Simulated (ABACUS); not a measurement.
# InP (F-43m) in ABACUS: equation of state, part 2 of 2

ABACUS 3.10.1. Earlier steps stand in the parts before.

### Step 3. Equation of state, PBEsol, 24.16 Å³/atom (volume scaled by 0.96)

Contents of INPUT:

```
INPUT_PARAMETERS
suffix              InP
calculation         scf
basis_type          pw
pseudo_dir          ./
symmetry            1
dft_functional      pbesol
ecutwfc             71
pseudo_rcut         7
nspin               1
nbands              13
ks_solver           dav
smearing_method     fd
smearing_sigma      0.00367493
scf_thr             1e-08
scf_nmax            100
mixing_type         broyden
mixing_beta         0.7
cal_force           1
cal_stress          1
kpar                4
```

Contents of STRU:

```
ATOMIC_SPECIES
In 114.8180 In.upf
P 30.9738 P.upf

LATTICE_CONSTANT
1.8897261246

LATTICE_VECTORS
0.0000000000 2.8908937935 2.8908937935
2.8908937935 0.0000000000 2.8908937935
2.8908937935 2.8908937935 0.0000000000

ATOMIC_POSITIONS
Direct

In
0.0
1
0.0000000000 0.0000000000 0.0000000000 1 1 1

P
0.0
1
0.7500000000 0.7500000000 0.7500000000 1 1 1
```

Contents of KPT:

```
K_POINTS
0
Gamma
8 8 8 0 0 0
```

Potentials or basis: PseudoDojo NC SR 0.4.1 PBEsol standard, plane waves.

Run with:

```sh
OMP_NUM_THREADS=1 mpirun -np 4 abacus > log
```

Run time: 4.5 s. Hardware: 4 MPI ranks of Intel Xeon 6975P-C (Granite Rapids), shared host; peak memory 0.32 GiB.

The run converged. Its results:

| Quantity | Value |
| --- | --- |
| Free energy | -1992.7665 eV |
| Pressure | 3.8 GPa |
| Band gap on the k mesh | 0.83 eV, direct |

Caveat: spin-orbit coupling is left out, which moves the levels of the heavy elements.

### Step 4. Equation of state, PBEsol, 24.66 Å³/atom (volume scaled by 0.98)

INPUT is that of step 3.

STRU: that of step 3 with these lines changed.

```diff
@@ -8,5 +8,5 @@
 LATTICE_VECTORS
-0.0000000000 2.8908937935 2.8908937935
-2.8908937935 0.0000000000 2.8908937935
-2.8908937935 2.8908937935 0.0000000000
+0.0000000000 2.9108316221 2.9108316221
+2.9108316221 0.0000000000 2.9108316221
+2.9108316221 2.9108316221 0.0000000000
```

KPT is that of step 3.

Run with:

```sh
OMP_NUM_THREADS=1 mpirun -np 4 abacus > log
```

It took 4.7 s on 4 MPI ranks of Intel Xeon 6975P-C (Granite Rapids), shared host; peak memory 0.36 GiB.

The run converged. Its results:

```yaml
Free_energy: -1992.7854 eV
Pressure: 2.2 GPa
Band_gap_on_the_k_mesh: 0.72 eV, direct
```

Caveat: spin-orbit coupling is left out, which moves the levels of the heavy elements.

### Step 5. Equation of state, PBEsol, 25.17 Å³/atom

INPUT is that of step 4.

STRU: that of step 4 with these lines changed.

```diff
@@ -8,5 +8,5 @@
 LATTICE_VECTORS
-0.0000000000 2.9108316221 2.9108316221
-2.9108316221 0.0000000000 2.9108316221
-2.9108316221 2.9108316221 0.0000000000
+0.0000000000 2.9305000000 2.9305000000
+2.9305000000 0.0000000000 2.9305000000
+2.9305000000 2.9305000000 0.0000000000
```

KPT is that of step 4.

Run with:

```sh
OMP_NUM_THREADS=1 mpirun -np 4 abacus > log
```

Run time: 4.6 s. Hardware: 4 MPI ranks of Intel Xeon 6975P-C (Granite Rapids), shared host; peak memory 0.32 GiB.

It converged, with:

```
Free energy            : -1992.7944 eV
Pressure               : 0.7 GPa
Band gap on the k mesh : 0.61 eV, direct
```

Caveat: spin-orbit coupling is left out, which moves the levels of the heavy elements.

### Step 6. Equation of state, PBEsol, 25.67 Å³/atom (volume scaled by 1.02)

INPUT is that of step 5.

STRU: that of step 5 with these lines changed.

```diff
@@ -8,5 +8,5 @@
 LATTICE_VECTORS
-0.0000000000 2.9305000000 2.9305000000
-2.9305000000 0.0000000000 2.9305000000
-2.9305000000 2.9305000000 0.0000000000
+0.0000000000 2.9499078504 2.9499078504
+2.9499078504 0.0000000000 2.9499078504
+2.9499078504 2.9499078504 0.0000000000
```

KPT is that of step 5.

Potentials or basis: PseudoDojo NC SR 0.4.1 PBEsol standard, plane waves.

Run with:

```sh
OMP_NUM_THREADS=1 mpirun -np 4 abacus > log
```

Wall time 4.6 s (4 MPI ranks of Intel Xeon 6975P-C (Granite Rapids), shared host); peak memory 0.36 GiB.

The run converged. Its results:

```
Free energy            : -1992.7946 eV
Pressure               : -0.6 GPa
Band gap on the k mesh : 0.51 eV, direct
```

Caveat: spin-orbit coupling is left out, which moves the levels of the heavy elements.

### Step 7. Equation of state, PBEsol, 26.17 Å³/atom (volume scaled by 1.04)

INPUT is that of step 6.

STRU: that of step 6 with these lines changed.

```diff
@@ -8,5 +8,5 @@
 LATTICE_VECTORS
-0.0000000000 2.9499078504 2.9499078504
-2.9499078504 0.0000000000 2.9499078504
-2.9499078504 2.9499078504 0.0000000000
+0.0000000000 2.9690636329 2.9690636329
+2.9690636329 0.0000000000 2.9690636329
+2.9690636329 2.9690636329 0.0000000000
```

KPT is that of step 6.

Run with:

```sh
OMP_NUM_THREADS=1 mpirun -np 4 abacus > log
```

It took 4.6 s on 4 MPI ranks of Intel Xeon 6975P-C (Granite Rapids), shared host; peak memory 0.36 GiB.

The run converged. Its results:

* Free energy: -1992.7869 eV
* Pressure: -1.8 GPa
* Band gap on the k mesh: 0.40 eV, direct

Caveat: spin-orbit coupling is left out, which moves the levels of the heavy elements.

### Step 8. Equation of state, PBEsol, 26.68 Å³/atom (volume scaled by 1.06)

INPUT is that of step 7.

STRU: that of step 7 with these lines changed.

```diff
@@ -8,5 +8,5 @@
 LATTICE_VECTORS
-0.0000000000 2.9690636329 2.9690636329
-2.9690636329 0.0000000000 2.9690636329
-2.9690636329 2.9690636329 0.0000000000
+0.0000000000 2.9879753761 2.9879753761
+2.9879753761 0.0000000000 2.9879753761
+2.9879753761 2.9879753761 0.0000000000
```

KPT is that of step 7.

Run with:

```sh
OMP_NUM_THREADS=1 mpirun -np 4 abacus > log
```

Run time: 4.6 s. Hardware: 4 MPI ranks of Intel Xeon 6975P-C (Granite Rapids), shared host; peak memory 0.36 GiB.

Results (log left out):

```
Free energy            : -1992.7723 eV
Pressure               : -2.9 GPa
Band gap on the k mesh : 0.30 eV, direct
```

Caveat: spin-orbit coupling is left out, which moves the levels of the heavy elements.

### Step 9. Equation of state, PBEsol

Potentials or basis: PseudoDojo NC SR 0.4.1 PBEsol standard, plane waves.

No new run: the results of the series are fitted here.

What came out:

```yaml
Equilibrium_volume: 25.43 Å³/atom
Bulk_modulus: 67 GPa
Pressure_derivative_of_the_bulk_modulus: 4.6
```

Energy against volume, from the lowest point:
```tsv
volume (Å³/atom)	energy (meV/atom)
23.657	28.92
24.160	14.02
24.663	4.61
25.167	0.11
25.670	0.00
26.173	3.82
26.677	11.14
```

### Step 10. Against experiment

Step 9. A measured bulk modulus of InP is 71 GPa (a printed reference work, data compilation); the calculated 67 GPa misses it by -6.3 %. The fit is for a static lattice scaled at fixed shape and fixed fractional positions.
